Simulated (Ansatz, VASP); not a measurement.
# CdTe: VASP beside Ansatz

Aim: how closely do two programs agree when they are given the same cell, functional and k mesh? Of the first pair: The cell is a member of a volume series, scaled by 1.015 from a relaxed one, so a pressure remains. Valence electrons are named where the data sets of a main pair hold unlike numbers.

Method: plane waves, with VASP 6.6.1 beside it; single point at PBEsol, single point at r2SCAN and single point at r2SCAN with rVV10, in Ansatz 0.2.0.

### Step 1. Starting point

The structure is cubic, space group F-43m (No. 216). Conventional cell: a = 6.528 Å, b = 6.528 Å, c = 6.528 Å, α = 90.00°, β = 90.00°, γ = 90.00°. Nearest to Te lie 4 Cd at 2.83 Å. Nearest to Cd lie 4 Te at 2.83 Å. Farther neighbours and most contacts between anions are not listed.

### Step 2. Ansatz: single point, PBEsol, volume scaled by 1.015

Ansatz runs on its default PAW (the set named soft_2) files.

A single point gives forces, pressure and levels at one fixed geometry, so differences don't come from the geometry; what else differs is listed under the comparison.

input.yaml

```yaml
crystal:
  lattice:
    - [0.0, 3.26409754, 3.26409754]
    - [3.26409754, 0.0, 3.26409754]
    - [3.26409754, 3.26409754, 0.0]
  atoms:
    - { symbol: Te, position: [0.75, 0.75, 0.75] }
    - { symbol: Cd, position: [0.0, 0.0, 0.0] }
hamiltonian:
  xc: pbesol
  pseudopotentials: { kind: paw }
kpoints:
  mp_grid: { grid: [6, 6, 6] }
scf:
  occupations: { method: gaussian, width: 0.03 }
  n_extra_bands: 4
output:
  forces: true
  stress: true
  eigenvalues: true
  write_density: true
  write_potential: true
  elf: true
  volumetric_format: npy
```

The run is started by

```console
> ansatz run input.yaml --threads 2 --pin off --max-ram 4608MiB --backend cpu --events-out ev --progress --plain --runs-dir out
```

Numbers of over 12 decimals in the logs are rounded to 6 here.

Log:

```text
scf.n_extra_bands = 4 over 18 filled bands (N_el = 36.0): the run solves 22 bands
Engine: ansatz 0.2.0, aarch64-unknown-linux-gnu
Pseudopotentials: kind: paw
Pseudopotential: Te, paw, valence charge 16, recommended cutoff 420 eV (normal), Te.paw.azcp
Pseudopotential: Cd, paw, valence charge 20, recommended cutoff 420 eV (normal), Cd.paw.azcp
Functional definition: PBEsol
  exchange = pbesol_x
  correlation = pbesol_c
Crystal: 2 atoms, lattice volume = 69.554 Å³
Basis set: ecut = 420 eV, 1363 PW (Γ), exchange–correlation on 64×64×64 points (8 copies of the dense FFT grid, shifted against one another)
Bands: 22, of which v1, the nominal top of the filled ones, is band 18 counted from 1 (17 counted from 0)
Symmetry: 24 space group operations
Space group: F-43m (ITA 216), of the structure as read, at distance tolerance 4.1e-5 Å
k-points: 16 of 216 (time reversal used)
Non-local potential: Te, projectors of the file, l = 0: 2, l = 1: 2, l = 2: 2, l = 3: 2
Non-local potential: Cd, projectors of the file, l = 0: 3, l = 1: 2, l = 2: 2, l = 3: 1
PAW form: soft (Blöchl's): semilocal exchange-correlation on the pseudo side does not see the compensation charge
PAW frozen core: Te, regenerated for the run's functional, and the local potential with it (the file was generated under x = pbe(κ = 0.804, μ = 0.219515), c = pbe(β = 0.066725))
PAW frozen core: Cd, regenerated for the run's functional, and the local potential with it (the file was generated under x = pbe(κ = 0.804, μ = 0.219515), c = pbe(β = 0.066725))
PAW one-centre angular grid: Te, 590 points (default); XC on 64 Gauss nodes
PAW one-centre angular grid: Cd, 590 points (default); XC on 64 Gauss nodes
Initial density: superposition of atomic densities (neutral atoms: chi_scale 0, normalization atom), corrected by the library's trained network
Initial wavefunctions: pseudopotential atomic-orbital guess
Functional: x = pbesol(κ = 0.804, μ = 0.123457), c = pbesol(β = 0.046)
SCF iter   1: F=—  HF=-15086.338494 eV  |F-HF|=—  |Δ(HF+E_count)|=         —  Δρ=3.78e-3  dr2=1.29e-2  ethr=1.77e-3  ⟨swp⟩=6.4  Hψ=1682  notcnv=0
preconditioner: auto → none  [insulator: Δε(μ)=0.565 eV  Ē_g=11.203 eV  σ=0.030 eV  W_gap=1.00  n_scr=14 (ndim 8)  ℏωp=18.9 eV  f_vac=0.197  D(μ)=0.00/eV (n_scr^D=0)  ε∞_Penn≈3.8]
SCF iter   2: F=—  HF=-15086.334397 eV  |F-HF|=—  |Δ(HF+E_count)|=   4.10e-3  Δρ=8.66e-4  dr2=2.77e-4  ethr=3.58e-5  ⟨swp⟩=2.2  Hψ=700  notcnv=0
SCF iter   3: F=—  HF=-15086.334604 eV  |F-HF|=—  |Δ(HF+E_count)|=   2.07e-4  Δρ=4.09e-4  dr2=7.16e-5  ethr=7.70e-7  ⟨swp⟩=2.9  Hψ=511  notcnv=0
SCF iter   4: F=—  HF=-15086.334669 eV  |F-HF|=—  |Δ(HF+E_count)|=   6.53e-5  Δρ=1.79e-4  dr2=2.55e-5  ethr=1.99e-7  ⟨swp⟩=2.5  Hψ=562  notcnv=0
SCF iter   5: F=—  HF=-15086.334661 eV  |F-HF|=—  |Δ(HF+E_count)|=   8.27e-6  Δρ=2.48e-5  dr2=2.33e-7  ethr=7.09e-8  ⟨swp⟩=2.0  Hψ=481  notcnv=0
SCF iter   6: F=-15086.334661 eV  HF=-15086.334661 eV  |F-HF|=1.43e-7  |Δ(HF+E_count)|=   3.09e-7  Δρ=1.50e-5  dr2=9.53e-8  ethr=2.78e-10  ⟨swp⟩=11.2  Hψ=2597  notcnv=0
SCF 1 converged in 6 iterations: F = -15086.334661 eV  dr2 = 9.53e-8
  greatest PAW one-centre occupation: 1.000 electrons in one spin orbital (limit 2), on the Cd atom at site 1 (counted from 0), in its partial waves of l = 0
SCF converged after 6 iterations
Free energy (F): -15086.334661 eV
Harris-Foulkes:  -15086.334661 eV  (|F-HF|=1.43e-7)
Internal energy: -15086.334661 eV  (E = F + TS)
E sigma→0 (E₀):  -15086.334661 eV
Fermi energy:    7.318091 eV
--- Per-component energies (eV) ---
  E_band       = -802.376500
  E_kinetic    = 685.386514
  E_local      = -5470.228657  (includes V_loc(G=0)·N_el)
  E_nonlocal   = -271.175056
  E_hartree    = 2749.457334
  E_xc         = -298.356937
  E_vxc        = -324.610418  (∫ρ·V_xc dr)
  E_paw        = -8598.991127  (= ΣΔE_a)
  E_vpaw       = -920.649402  (= ΣTr[D̂ρ^β])
  E_aug_tail   = -0.000147  (compensation charges beyond the density's cutoff)
  E_ewald      = -3883.143360
  E_core_change = 0.716775  (= ΣΔE_core)
  E_smearing   = -0.000000  (= −TS)
  E_closure    = 0.000000  (closes the sum)
  Σ components = -15086.334661   (vs F -15086.334661, Δ=0.00e0)
--- Forces (eV/Å), atoms counted from 1 ---
  atom   1  Te     0.00000000    -0.00000000    -0.00000000
  atom   2  Cd    -0.00000000     0.00000000    -0.00000000
  max |Σ_I F_I| component: 1.32e-16 eV/Å
--- Stress (GPa, compression-positive) ---
       -0.695556       0.000000       0.000000
        0.000000      -0.695556       0.000000
       -0.000000       0.000000      -0.695556
  P = ⅓ Tr σ = -0.6956 GPa (-6.956 kbar)
--- Band table (eV; the first three rows and the last of 16) ---
  k-point 0: bands = [... 14 lower, -0.9093, 7.0200, 7.0200, 7.0200, 7.6145, 11.5984, 11.5984, 11.5984]
  k-point 1: bands = [... 14 lower, -0.9104, 5.2773, 6.8001, 6.8001, 8.7474, 11.6583, 11.9287, 11.9287]
  k-point 2: bands = [... 14 lower, -0.8141, 3.4893, 6.4312, 6.4312, 8.8409, 12.2116, 12.2116, 13.1094]
  k-point 15: bands = [... 14 lower, -0.3952, 2.8713, 4.8677, 4.9615, 10.6469, 10.7361, 13.5891, 13.8909]
```

It took 2 s on 2 threads of Arm Neoverse V1, shared host; peak memory 0.34 GiB; 3.7 s of CPU time.

In the SCF lines HF is the Harris–Foulkes energy and dr2 the Hartree energy of the density residual, in eV; the loop may stop once dr2 is under the threshold and the program's other checks hold. Hψ counts applications of the Hamiltonian.

The run ends at a pressure of -0.70 GPa.

### Step 3. VASP: single point, PBEsol, volume scaled by 1.015

The same cell, functional, mesh and smearing now go to VASP, with its own data sets.

Lines of VASP's logs that name or quote its potential files are left out, and so is its time.

The input asks for a relaxation, which ended at its first step since no free force or stress exceeded the threshold; so it serves as a single point.

INCAR

```
SYSTEM = CdTe
PREC = Accurate
ENCUT = 450
EDIFF = 1E-06
NELM = 100
ISMEAR = 0
SIGMA = 0.03
LREAL = .FALSE.
ALGO = Normal
GGA = PS
NBANDS = 15
LORBIT = 11
LWAVE = .FALSE.
LCHARG = .FALSE.
KPAR = 4
IBRION = 2
NSW = 30
ISIF = 4
EDIFFG = -0.01
```

POSCAR

```
CdTe
1.0
    0.0000000000      3.2640975372      3.2640975372
    3.2640975372      0.0000000000      3.2640975372
    3.2640975372      3.2640975372      0.0000000000
Te Cd
1 1
Direct
    0.7500000000      0.7500000000      0.7500000000
    0.0000000000      0.0000000000      0.0000000000
```

KPOINTS

```
Automatic mesh
0
Gamma
6 6 6
0 0 0
```

The projector-augmented-wave data sets are Te and Cd (PBE family, release 64).

The run is started by

```console
> mpirun -np 4 vasp_std
```

Log:

```text
[banner, memory and clock lines left out]
running    4 mpi-ranks, on    1 nodes
 distrk:  each k-point on    1 cores,    4 groups
 distr:  one band on    1 cores,    1 groups

 POSCAR found type information on POSCAR TeCd
 POSCAR found :  2 types and       2 ions
|                                                                             |
|               ----> ADVICE to this user running VASP <----                  |
|                                                                             |
|     You enforced a specific xc type in the INCAR file but a different       |
|     [... a line on the potential file left out ...]
|     I HOPE YOU KNOW WHAT YOU ARE DOING!                                     |
|                                                                             |

 LDA part: xc-table for (Slater+PW92), standard interpolation
 POSCAR, INCAR and KPOINTS ok, starting setup
 FFT: planning ... GRIDC
 FFT: planning ... GRID_SOFT
 FFT: planning ... GRID
 WAVECAR not read
 entering main loop
       N       E                     dE             d eps       ncg     rms          rms(c)
DAV:   1     0.890644303599E+02    0.89064E+02   -0.77805E+03   496   0.932E+02
DAV:   2    -0.250794881964E+01   -0.91572E+02   -0.87952E+02   585   0.233E+02
DAV:   3    -0.570824102341E+01   -0.32003E+01   -0.31970E+01   557   0.456E+01
DAV:   4    -0.573950839857E+01   -0.31267E-01   -0.31266E-01   733   0.386E+00
DAV:   5    -0.573967780133E+01   -0.16940E-03   -0.16940E-03   599   0.215E-01    0.519E+00
DAV:   6    -0.549990173829E+01    0.23978E+00   -0.45979E-01   536   0.869E+00    0.438E+00
DAV:   7    -0.548211093086E+01    0.17791E-01   -0.10256E-01   557   0.218E+00    0.179E+00
DAV:   8    -0.548118842589E+01    0.92250E-03   -0.95953E-03   550   0.117E+00    0.496E-01
DAV:   9    -0.548116640800E+01    0.22018E-04   -0.76588E-04   536   0.295E-01    0.109E-01
DAV:  10    -0.548119933842E+01   -0.32930E-04   -0.10633E-04   599   0.100E-01    0.543E-02
DAV:  11    -0.548122497595E+01   -0.25638E-04   -0.45195E-05   530   0.384E-02    0.323E-02
DAV:  12    -0.548122338857E+01    0.15874E-05   -0.36785E-06   578   0.136E-02    0.172E-02
DAV:  13    -0.548122330865E+01    0.79914E-07   -0.37165E-07   380   0.352E-03
   1 F= -.54812233E+01 E0= -.54812233E+01  d E =-.548122E+01
 curvature:   0.00 expect dE= 0.000E+00 dE for cont linesearch  0.000E+00
 trial: gam= 0.00000 g(F)=  0.710E-47 g(S)=  0.313E-33 ort = 0.000E+00 (trialstep = 0.100E+01)
 search vector abs. value=  0.100E-09
 reached required accuracy - stopping structural energy minimisation
```

OUTCAR, selected parts (step 3):

```text
ion  position               nearest neighbor table
   1  0.750  0.750  0.750-   2 2.83   2 2.83   2 2.83   2 2.83
   2  0.000  0.000  0.000-   1 2.83   1 2.83   1 2.83   1 2.83

  LATTYP: Found a face centered cubic cell.
 ALAT       =     6.5281950744

 Subroutine GETGRP returns: Found 24 space group operations
 (whereof 24 operations were pure point group operations)

The static configuration has the point symmetry T_d .

 Found     16 irreducible k-points:

   k-points           NKPTS =     16   k-points in BZ     NKDIM =     16   number of bands    NBANDS=     15

   dimension x,y,z NGX =    32 NGY =   32 NGZ =   32
   dimension x,y,z NGXF=    64 NGYF=   64 NGZF=   64

   ENCUT  =  450.0 eV  33.07 Ry    5.75 a.u.   7.98  7.98  7.98*2*pi/ulx,y,z

   NELECT =      18.0000    total number of electrons

 k-points in reciprocal lattice and weights: Automatic mesh
   0.00000000  0.00000000  0.00000000       0.005
   0.16666667  0.00000000  0.00000000       0.037
   0.33333333  0.00000000  0.00000000       0.037
   0.50000000  0.00000000  0.00000000       0.019
   0.16666667  0.16666667  0.00000000       0.028
   0.33333333  0.16666667  0.00000000       0.111
   0.50000000  0.16666667  0.00000000       0.111
  -0.33333333  0.16666667  0.00000000       0.111
  -0.16666667  0.16666667  0.00000000       0.056
[...]
-0.33333333  0.33333333  0.16666667       0.111
  -0.33333333  0.50000000  0.16666667       0.056

 average (electrostatic) potential at core
       1 -91.4047       2 -39.1151

 E-fermi :   2.2002

 k-point     1 :       0.0000    0.0000    0.0000
  band No.  band energies     occupation
    ...
      5      -5.9178      2.00000
      6      -5.9178      2.00000
      7       2.0198      2.00000
      8       2.0198      2.00000
      9       2.0198      2.00000
     10       2.6154      0.00000
     11       6.5774      0.00000
     12       6.5774      0.00000
     13       6.5774      0.00000
     14       9.2877      0.00000
    ...

 k-point     2 :       0.1667    0.0000    0.0000
  band No.  band energies     occupation
    ...
      5      -5.9190      2.00000
      6      -5.9190      2.00000
      7       0.2718      2.00000
      8       1.7988      2.00000
      9       1.7988      2.00000
     10       3.7478      0.00000
     11       6.6521      0.00000
     12       6.9082      0.00000
     13       6.9082      0.00000
     14      10.2931      0.00000
    ...

 k-point     3 :       0.3333    0.0000    0.0000
  band No.  band energies     occupation
    ...
      5      -5.9152      2.00000
      6      -5.8217      2.00000
      7      -1.5202      2.00000
      8       1.4286      2.00000
      9       1.4286      2.00000
     10       3.8355      0.00000
     11       7.1889      0.00000
     12       7.1889      0.00000
     13       8.1206      0.00000
     14       9.9403      0.00000
    ...

  Total       -0.2728922     -0.2728922     -0.2728922     -0.0000000      0.0000000      0.0000000
  in kB       -6.2861143     -6.2861143     -6.2861143     -0.0000000      0.0000000      0.0000000
  external PRESSURE =      -6.2861143 kB  Pullay stress =       0.0000000 kB

  energy-cutoff  :      450.00
  volume of cell :       69.55
      direct lattice vectors                 reciprocal lattice vectors
     0.000000000  3.264097537  3.264097537    -0.153181697  0.153181697  0.153181697
     3.264097537  0.000000000  3.264097537     0.153181697 -0.153181697  0.153181697
     3.264097537  3.264097537  0.000000000     0.153181697  0.153181697 -0.153181697

 POSITION                                       TOTAL-FORCE (eV/Angst)
 -----------------------------------------------------------------------------------
      4.89615      4.89615      4.89615         0.000000     -0.000000     -0.000000
      0.00000      0.00000      0.00000        -0.000000      0.000000      0.000000
 -----------------------------------------------------------------------------------
    total drift:                                0.000001      0.000001      0.000001

  FREE ENERGIE OF THE ION-ELECTRON SYSTEM (eV)
  ---------------------------------------------------
  free  energy   TOTEN  =        -5.4812233087 eV

  energy  without entropy=       -5.4812233087  energy(sigma->0) =       -5.48122331

 reached required accuracy - stopping structural energy minimisation

 total charge
# of ion       s       p       d       tot
------------------------------------------
    1        1.352   2.038   0.020   3.410
    2        0.469   0.307   9.528  10.305
--------------------------------------------------
tot          1.822   2.345   9.548  13.715

[... 3 further parts left out ...]
```

CONTCAR:

```
CdTe
   1.00000000000000
     0.0000000000000000    3.2640975372000001    3.2640975372000001
     3.2640975372000001    0.0000000000000000    3.2640975372000001
     3.2640975372000001    3.2640975372000001    0.0000000000000000
  Te              Cd
     1     1
Direct
     0.7500000000000000    0.7500000000000000    0.7500000000000000
     0.0000000000000000    0.0000000000000000    0.0000000000000000
```

The PAW data sets were made with PBE, which is usual practice but a small mismatch for other functionals. The run keeps the 24 symmetry operations of its start, so it cannot find a distortion of lower symmetry.

### Step 4. Side by side

Known differences besides the potentials themselves: the data sets hold 36 valence electrons in Ansatz (on its default PAW (the set named soft_2) files) and 18 in VASP; the cutoff is 420 eV in Ansatz and 450 eV in VASP; Ansatz makes its cores anew for this functional, VASP keeps those of its PBE data sets; VASP leaves aspherical gradient terms in its spheres out (LASPH is not set), Ansatz keeps them. Total energies have different zeros and are not compared.

Compared:

| quantity | Ansatz | VASP | difference |
| --- | --- | --- | --- |
| pressure (GPa) | -0.70 | -0.63 | -0.07 |
| gap on the k mesh (eV) | 0.595 | 0.596 | -0.001 |

A gap on the mesh is an upper bound, since the band edges may lie between its points. Ansatz's pressure holds a Pulay correction of 0.03 GPa; VASP's holds none.

### Step 5. VASP: single point, r2SCAN, volume scaled by 1.015

A single point gives forces, pressure and levels at one fixed geometry, so differences don't come from the geometry; what else differs is listed under the comparison. The cell compared in this pair holds 71.58 Å³, against 69.55 Å³ for the pair before.

The input asks for a relaxation, which ended at its first step since no free force or stress exceeded the threshold; so it serves as a single point.

Changes to INCAR since step 3:

```diff
@@ -9,3 +9,4 @@
 ALGO = Normal
-GGA = PS
+METAGGA = R2SCAN
+LASPH = .TRUE.
 NBANDS = 15
```

POSCAR

```
CdTe
1.0
    0.0000000000      3.2955265160      3.2955265160
    3.2955265160      0.0000000000      3.2955265160
    3.2955265160      3.2955265160      0.0000000000
Te Cd
1 1
Direct
    0.7500000000      0.7500000000      0.7500000000
    0.0000000000      0.0000000000      0.0000000000
```

KPOINTS is that of step 3.

The run is started by

```console
> mpirun -np 4 vasp_std
```

Log:

```text
[banner, memory and clock lines left out]
running    4 mpi-ranks, on    1 nodes
[...]
[... a notice as in an earlier step ...]

 LDA part: xc-table for (None), standard interpolation
 POSCAR, INCAR and KPOINTS ok, starting setup
[...]
entering main loop
       N       E                     dE             d eps       ncg     rms          rms(c)
DAV:   1     0.484884321744E+02    0.48488E+02   -0.77244E+03   480   0.939E+02
DAV:   2    -0.477220240529E+02   -0.96210E+02   -0.91545E+02   571   0.242E+02
DAV:   3    -0.511998360307E+02   -0.34778E+01   -0.34729E+01   564   0.478E+01
DAV:   4    -0.512263425047E+02   -0.26506E-01   -0.26506E-01   733   0.380E+00
[...]
DAV:  12    -0.466391463083E+02   -0.16315E-04   -0.69297E-05   543   0.106E-01    0.247E-02
DAV:  13    -0.466391408149E+02    0.54934E-05   -0.15993E-05   578   0.541E-02    0.755E-03
DAV:  14    -0.466391410849E+02   -0.26997E-06   -0.39881E-07   324   0.541E-03
   1 F= -.46639141E+02 E0= -.46639141E+02  d E =-.466391E+02
[...]
reached required accuracy - stopping structural energy minimisation
```

Parts of OUTCAR (step 5):

```text
  Total       -0.2675231     -0.2675231     -0.2675231     -0.0000000     -0.0000000     -0.0000000
  in kB       -5.9878025     -5.9878025     -5.9878025     -0.0000000     -0.0000000     -0.0000000
  external PRESSURE =      -5.9878025 kB  Pullay stress =       0.0000000 kB

 POSITION                                       TOTAL-FORCE (eV/Angst)
 -----------------------------------------------------------------------------------
      4.94329      4.94329      4.94329         0.000000      0.000000     -0.000000
      0.00000      0.00000      0.00000        -0.000000     -0.000000      0.000000
 -----------------------------------------------------------------------------------
    total drift:                                0.000004      0.000004      0.000004

  FREE ENERGIE OF THE ION-ELECTRON SYSTEM (eV)
  ---------------------------------------------------
  free  energy   TOTEN  =       -46.6391410849 eV

  energy  without entropy=      -46.6391410849  energy(sigma->0) =      -46.63914108

[... 2 parts as in an earlier step ...]

[... 2 further parts left out ...]
[key lines of the parts left out:]
E-fermi :   1.8363
```

[end of part 1 of 2]

[Lines on the potential files, build, host, timing and source positions are cut from VASP's logs without a mark.]

[Logs are printed without paths, hosts, clocks, repeated set-up lines and the standing remarks that a program may print on its own settings, such as how far it seeks lower states.]

[Hosts, paths, dates, database ids (printed as entryN), source tags and the programs' standing remarks are cut or masked in the printed files.]
